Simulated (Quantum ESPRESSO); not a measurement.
# Zr in Quantum ESPRESSO: further runs

Runs on Zr. Level: PBE. Tasks: work function.

Everything below comes from runs of Quantum ESPRESSO 7.5. Logs are shortened: lines on timing, memory, paths and dates and some standing lists are left out, and cuts for length are marked.

### Step 1. Starting point

The cell holds a slab with vacuum, 5 atoms: a = 3.189 Å, b = 3.189 Å, c = 24.020 Å, α = 90.00°, β = 90.00°, γ = 90.00°.

The slab is cut from a database's or a generator's crystal, which needn't be the stable form of the element.

### Step 2. Work function, PBE

Input file pw.in:

```
&CONTROL
  calculation = 'scf'
  prefix = 'pwscf'
  outdir = './tmp'
  pseudo_dir = './pseudo'
  tprnfor = .true.
  disk_io = 'low'
/
&SYSTEM
  ibrav = 0
  celldm(1) = 8
  nat = 5
  ntyp = 1
  ecutwfc = 20
  nbnd = 40
  occupations = 'smearing'
  smearing = 'fd'
  degauss = 0.00367493
/
&ELECTRONS
  conv_thr = 5d-09
  electron_maxstep = 150
  mixing_beta = 0.3
  mixing_mode = 'local-TF'
/
ATOMIC_SPECIES
Zr    91.2240 Zr.upf
CELL_PARAMETERS alat
  0.7533042611825  -0.0000000000000   0.0000000000000
 -0.0000000000000   0.7533042611825   0.0000000000000
  0.0000000000000   0.0000000000000   5.6739026891889
ATOMIC_POSITIONS crystal
Zr     0.5000000000    0.5000000000    0.3122398002
Zr     0.0000000000    0.0000000000    0.4061199001
Zr     0.5000000000    0.5000000000    0.5000000000
Zr     0.0000000000    0.0000000000    0.5938800999
Zr     0.5000000000    0.5000000000    0.6877601998
K_POINTS automatic
8 8 1 0 0 0
```

Input file pp_density.in:

```
&INPUTPP
  prefix = 'pwscf'
  outdir = './tmp'
  filplot = 'density.dat'
  plot_num = 0
/
&PLOT
  nfile = 1
  filepp(1) = 'density.dat'
  iflag = 3
  output_format = 6
  fileout = 'density.cube'
/
```

Input file pp_potential.in:

```
&INPUTPP
  prefix = 'pwscf'
  outdir = './tmp'
  filplot = 'potential.dat'
  plot_num = 11
/
&PLOT
  nfile = 1
  filepp(1) = 'potential.dat'
  iflag = 3
  output_format = 6
  fileout = 'potential.cube'
/
```

Input file pp_elf.in:

```
&INPUTPP
  prefix = 'pwscf'
  outdir = './tmp'
  filplot = 'elf.dat'
  plot_num = 8
/
&PLOT
  nfile = 1
  filepp(1) = 'elf.dat'
  iflag = 3
  output_format = 6
  fileout = 'elf.cube'
/
```

Potentials or basis: PseudoDojo 0.4.1 SR PBE standard.

The run is started by

```bash
> OMP_NUM_THREADS=1 mpirun -n 2 pw.x -nk 2 -in pw.in > pw.out
> OMP_NUM_THREADS=1 mpirun -n 1 pp.x -in pp_density.in > pp_density.out
> OMP_NUM_THREADS=1 mpirun -n 1 pp.x -in pp_potential.in > pp_potential.out
> OMP_NUM_THREADS=1 mpirun -n 1 pp.x -in pp_elf.in > pp_elf.out
```

pw.out:

```text
This program is part of the open-source Quantum ESPRESSO suite
     for quantum simulation of materials; please cite
[... 6 lines left out ...]
     using ibrav=0 with symmetry is DISCOURAGED, use correct ibrav instead

     K-points division:     npool     =       2
     Subspace diagonalization in iterative solution of the eigenvalue problem:
     a serial algorithm will be used

     G-vector sticks info
     --------------------
     sticks:   dense  smooth     PW     G-vecs:    dense   smooth      PW
     Sum         233     233     69                19961    19961    3807

     Using Slab Decomposition

     bravais-lattice index     =            0
     lattice parameter (alat)  =       8.0000  a.u.
     unit-cell volume          =    1648.5142 (a.u.)^3
     number of atoms/cell      =            5
     number of atomic types    =            1
     number of electrons       =        60.00
     number of Kohn-Sham states=           40
     kinetic-energy cutoff     =      20.0000  Ry
     charge density cutoff     =      80.0000  Ry
     scf convergence threshold =      5.0E-09
     mixing beta               =       0.3000
     number of iterations used =            8  local-TF  mixing
     Exchange-correlation= PBE
                           (   1   4   3   4   0   0   0)

     celldm(1)=   8.000000  celldm(2)=   0.000000  celldm(3)=   0.000000
     celldm(4)=   0.000000  celldm(5)=   0.000000  celldm(6)=   0.000000

     crystal axes: (cart. coord. in units of alat)
               a(1) = (   0.753304  -0.000000   0.000000 )
               a(2) = (  -0.000000   0.753304   0.000000 )
               a(3) = (   0.000000   0.000000   5.673903 )

     reciprocal axes: (cart. coord. in units 2 pi/alat)
               b(1) = (  1.327485  0.000000 -0.000000 )
               b(2) = (  0.000000  1.327485 -0.000000 )
               b(3) = ( -0.000000 -0.000000  0.176246 )

     PseudoPot. # 1 for Zr read from file:
     Zr.upf
     Pseudo is Norm-conserving + core correction, Zval = 12.0
     Generated using ONCVPSP code by D. R. Hamann
     Using radial grid of 1622 points,  6 beta functions with:
                l(1) =   0
                l(2) =   0
                l(3) =   1
                l(4) =   1
                l(5) =   2
                l(6) =   2

     atomic species   valence    mass     pseudopotential
     Zr               12.00    91.22400     Zr( 1.00)

     16 Sym. Ops., with inversion, found

   Cartesian axes

     site n.     atom                  positions (alat units)
         1        Zr     tau(   1) = (   0.3766521   0.3766521   1.7716182  )
         2        Zr     tau(   2) = (   0.0000000   0.0000000   2.3042848  )
         3        Zr     tau(   3) = (   0.3766521   0.3766521   2.8369513  )
         4        Zr     tau(   4) = (   0.0000000   0.0000000   3.3696179  )
         5        Zr     tau(   5) = (   0.3766521   0.3766521   3.9022844  )

     number of k points=    15  Fermi-Dirac smearing, width (Ry)=  0.0037
                       cart. coord. in units 2pi/alat
        k(    1) = (   0.0000000   0.0000000   0.0000000), wk =   0.0312500
        k(    2) = (   0.0000000   0.1659356   0.0000000), wk =   0.1250000
        k(    3) = (   0.0000000   0.3318712   0.0000000), wk =   0.1250000
        k(    4) = (   0.0000000   0.4978068   0.0000000), wk =   0.1250000
        k(    5) = (   0.0000000  -0.6637424   0.0000000), wk =   0.0625000
        k(    6) = (   0.1659356   0.1659356   0.0000000), wk =   0.1250000
        k(    7) = (   0.1659356   0.3318712   0.0000000), wk =   0.2500000
        k(    8) = (   0.1659356   0.4978068   0.0000000), wk =   0.2500000
        k(    9) = (   0.1659356  -0.6637424   0.0000000), wk =   0.1250000
        k(   10) = (   0.3318712   0.3318712   0.0000000), wk =   0.1250000
        k(   11) = (   0.3318712   0.4978068   0.0000000), wk =   0.2500000
        k(   12) = (   0.3318712  -0.6637424   0.0000000), wk =   0.1250000
        k(   13) = (   0.4978068   0.4978068   0.0000000), wk =   0.1250000
        k(   14) = (   0.4978068  -0.6637424   0.0000000), wk =   0.1250000
        k(   15) = (  -0.6637424  -0.6637424   0.0000000), wk =   0.0312500

     Dense  grid:    19961 G-vectors     FFT dimensions: (  18,  18, 135)

     Check: negative core charge=   -0.000003

     Initial potential from superposition of free atoms

     starting charge      59.9882, renormalised to      60.0000

     negative rho (up, down):  3.210E-02 0.000E+00
     Starting wfcs are   50 randomized atomic wfcs

     Self-consistent Calculation

     iteration #  1     ecut=    20.00 Ry     beta= 0.30
     Davidson diagonalization with overlap
     ethr =  1.00E-02,  avg # of iterations =  3.1

     negative rho (up, down):  1.535E-02 0.000E+00

     total energy              =    -503.01280599 Ry
     estimated scf accuracy    <       4.95049244 Ry

     iteration #  2     ecut=    20.00 Ry     beta= 0.30
     Davidson diagonalization with overlap
     ethr =  8.25E-03,  avg # of iterations =  1.0
[... 149 lines left out ...]
     total energy              =    -502.85478219 Ry
     estimated scf accuracy    <       0.00000001 Ry

     iteration # 21     ecut=    20.00 Ry     beta= 0.30
     Davidson diagonalization with overlap
     ethr =  2.36E-11,  avg # of iterations =  4.1

     End of self-consistent calculation

          k = 0.0000 0.0000 0.0000 (  2501 PWs)   bands (ev):

   -42.7269 -42.5864 -42.3024 -42.1104 -41.9361 -22.7718 -22.7474 -22.4246
   -22.2845 -22.2845 -22.2828 -22.2828 -22.0954 -22.0095 -22.0095 -21.8887
   -21.8887 -21.8251 -21.7735 -21.7735   0.1059   0.9568   1.8067   2.0276
     2.2048   2.7751   3.2210   3.8562   4.7036   4.8811   4.9424   5.4575
     6.0057   6.0057   6.5239   6.6282   6.6282   6.8367   7.5214   7.5215

          k = 0.0000 0.1659 0.0000 (  2501 PWs)   bands (ev):
[... 17 lines left out ...]
   -42.5561 -42.5432 -42.1470 -42.1203 -42.1045 -22.7741 -22.7595 -22.7374
   -22.7163 -22.4774 -22.4471 -22.2646 -22.2286 -22.2284 -22.0904 -21.9106
   -21.9059 -21.8951 -21.8624 -21.8130   2.1087   2.2317   2.6087   3.0070
     3.3785   4.0387   4.5200   4.6629   4.7916   4.9778   5.2641   5.4310
     5.6128   5.7061   5.7727   6.0053   6.0246   6.5378   6.6122   7.1758

          k = 0.0000-0.6637 0.0000 (  2532 PWs)   bands (ev):

   -42.6197 -42.6117 -42.2207 -42.1834 -42.1721 -22.8407 -22.8246 -22.7740
   -22.7313 -22.5571 -22.4460 -22.3057 -22.2194 -22.2194 -22.0657 -21.9419
   -21.9141 -21.8598 -21.8583 -21.8491   2.2611   2.2980   2.7794   3.0293
     3.4775   4.3094   4.6570   4.7132   5.0129   5.0527   5.2715   5.3021
     5.5066   5.7178   5.8472   5.8493   5.9817   6.3781   6.3919   6.8957

          k = 0.1659 0.1659 0.0000 (  2496 PWs)   bands (ev):

   -42.5803 -42.5599 -42.2073 -42.1311 -42.0679 -22.7341 -22.7284 -22.4661
   -22.3792 -22.3567 -22.3543 -22.3128 -22.1598 -22.0889 -21.9939 -21.9762
   -21.9540 -21.8380 -21.8283 -21.8017   0.7607   1.5130   2.3202   2.5492
     2.7407   3.2014   3.5875   4.1483   4.7996   4.8040   5.0092   5.6157
     5.6324   5.6876   5.9994   6.1622   6.5715   6.6843   6.7414   7.4423
[... 11 lines left out ...]
   -42.5506 -42.5504 -42.1547 -42.1192 -42.1067 -22.7550 -22.7444 -22.7170
   -22.6995 -22.4731 -22.4356 -22.3302 -22.3078 -22.2509 -22.0863 -21.9879
   -21.9465 -21.9015 -21.8927 -21.8763   2.3298   2.5113   2.8704   3.2830
     3.6979   3.7824   4.3303   4.3748   4.6051   4.7678   4.9337   5.2835
     5.4536   5.7680   5.8559   5.9109   5.9489   6.5703   6.5988   7.1343

          k = 0.1659-0.6637 0.0000 (  2514 PWs)   bands (ev):

   -42.5919 -42.5586 -42.1794 -42.1429 -42.1318 -22.8217 -22.8109 -22.7484
   -22.7134 -22.5473 -22.4416 -22.3503 -22.2872 -22.2603 -22.0649 -21.9523
   -21.9520 -21.9307 -21.9120 -21.8975   2.5406   2.5633   2.9584   3.2146
     3.5787   4.1016   4.2374   4.6190   4.6195   4.7610   4.9515   5.1096
     5.2726   5.7045   5.8719   5.9591   6.1558   6.4887   6.7830   7.3395

          k = 0.3319 0.3319 0.0000 (  2474 PWs)   bands (ev):

   -42.5150 -42.4749 -42.1029 -42.0733 -42.0362 -22.6788 -22.6765 -22.5412
   -22.5404 -22.5279 -22.5222 -22.3770 -22.3065 -22.2714 -22.1075 -22.0946
   -22.0406 -21.9586 -21.8982 -21.8668   2.0928   2.7289   3.3346   3.3935
     3.8010   4.0114   4.1536   4.2760   4.4051   4.4448   4.4694   4.6109
     5.0897   5.9339   5.9342   5.9567   6.2862   6.6957   6.8907   7.2480

          k = 0.3319 0.4978 0.0000 (  2483 PWs)   bands (ev):

   -42.5236 -42.4881 -42.1211 -42.0902 -42.0154 -22.7163 -22.7140 -22.6669
   -22.6600 -22.5162 -22.5046 -22.4474 -22.3743 -22.3249 -22.1394 -22.1034
   -22.0501 -22.0056 -21.9349 -21.9335   2.5486   3.0342   3.1490   3.4441
     3.5085   3.6920   3.8798   3.9844   4.0998   4.2228   5.0295   5.0783
     5.2502   5.9726   6.0626   6.3182   6.3399   6.8913   7.1386   7.3183

          k = 0.3319-0.6637 0.0000 (  2502 PWs)   bands (ev):

   -42.5353 -42.5334 -42.1216 -42.1085 -42.1044 -22.7822 -22.7811 -22.6877
   -22.6759 -22.5287 -22.5014 -22.4978 -22.3672 -22.3368 -22.1110 -22.0732
   -22.0514 -22.0374 -21.9878 -21.9503   2.8253   2.8262   3.0523   3.2045
     3.3531   3.6782   3.7248   3.8377   3.9445   4.1228   5.2688   5.3962
     5.4488   6.0283   6.0410   6.6440   6.6503   6.6597   7.0915   7.4094

          k = 0.4978 0.4978 0.0000 (  2472 PWs)   bands (ev):

   -42.4778 -42.4576 -42.0767 -42.0488 -41.9898 -22.7048 -22.7044 -22.6968
   -22.6871 -22.5916 -22.5892 -22.4592 -22.4456 -22.3319 -22.2558 -22.1551
   -22.0867 -22.0649 -21.9952 -21.9857   2.3813   2.6363   3.0596   3.0905
     3.1593   3.3793   3.5823   3.6666   3.7834   4.3528   4.7000   5.3209
     5.7420   6.6948   7.0256   7.0974   7.1464   7.4907   7.6794   8.0026

          k = 0.4978-0.6637 0.0000 (  2480 PWs)   bands (ev):

   -42.4885 -42.4612 -42.0781 -42.0406 -42.0287 -22.7630 -22.7591 -22.7104
   -22.6987 -22.5746 -22.5724 -22.5186 -22.4492 -22.3400 -22.2590 -22.1459
   -22.1165 -22.0568 -22.0422 -22.0176   2.3303   2.3425   2.8856   2.9089
     3.0756   3.1084   3.3567   3.5630   3.6995   4.3062   4.8345   5.7835
     5.8178   7.1366   7.1824   7.5582   7.5638   7.7206   7.8576   8.0492

          k =-0.6637-0.6637 0.0000 (  2428 PWs)   bands (ev):

   -42.3968 -42.3365 -41.9964 -41.9116 -41.8789 -22.7659 -22.7659 -22.7543
   -22.7543 -22.5525 -22.5518 -22.5157 -22.5157 -22.3156 -22.3156 -22.1381
   -22.1381 -22.0749 -22.0676 -22.0576   2.1582   2.1677   2.7542   2.8114
     2.8571   2.8571   3.1559   3.5516   3.5516   4.6362   4.6362   6.0709
     6.0709   7.2702   7.8681   7.9482   7.9482   8.1729   8.6066   8.6066

     the Fermi energy is     4.8333 ev

!    total energy              =    -502.85478219 Ry
     estimated scf accuracy    <          3.8E-09 Ry
     smearing contrib. (-TS)   =      -0.00561947 Ry
     internal energy E=F+TS    =    -502.84916272 Ry

     The total energy is F=E-TS. E is the sum of the following terms:
     one-electron contribution =   -2789.77290832 Ry
     hartree contribution      =    1398.25870229 Ry
     xc contribution           =     -99.40811755 Ry
     ewald contribution        =     988.07316085 Ry

     convergence has been achieved in  21 iterations

     Forces acting on atoms (cartesian axes, Ry/au):

     atom    1 type  1   force =     0.00000000    0.00000000    0.01554018
     atom    2 type  1   force =     0.00000000    0.00000000   -0.02626163
     atom    3 type  1   force =     0.00000000    0.00000000    0.00000000
     atom    4 type  1   force =     0.00000000    0.00000000    0.02626163
     atom    5 type  1   force =     0.00000000    0.00000000   -0.01554018

     Total force =     0.043155     Total SCF correction =     0.000111

=------------------------------------------------------------------------------=
   JOB DONE.
=------------------------------------------------------------------------------=
```

It took 21 s on 2 MPI ranks of Intel Xeon 6975P-C (Granite Rapids), shared host; peak memory 0.16 GiB.

The run converged, but some of its settings lie outside the range that counts as converged, so its numbers aren't taken as properties of the slab.

What came out:

| Property | Result |
| --- | --- |
| Free energy | -6841.6879 eV |
| Largest force | 0.675 eV/Å |
| Band gap on the k mesh | none (metal or under the smearing width) |
| Work function of the upper face | 3.88 eV |
| Work function of the lower face | 3.88 eV |

Caveat: the cutoff lies well under what these potentials need, so the values aren't converged.

(Continued in part 2 of 4.)
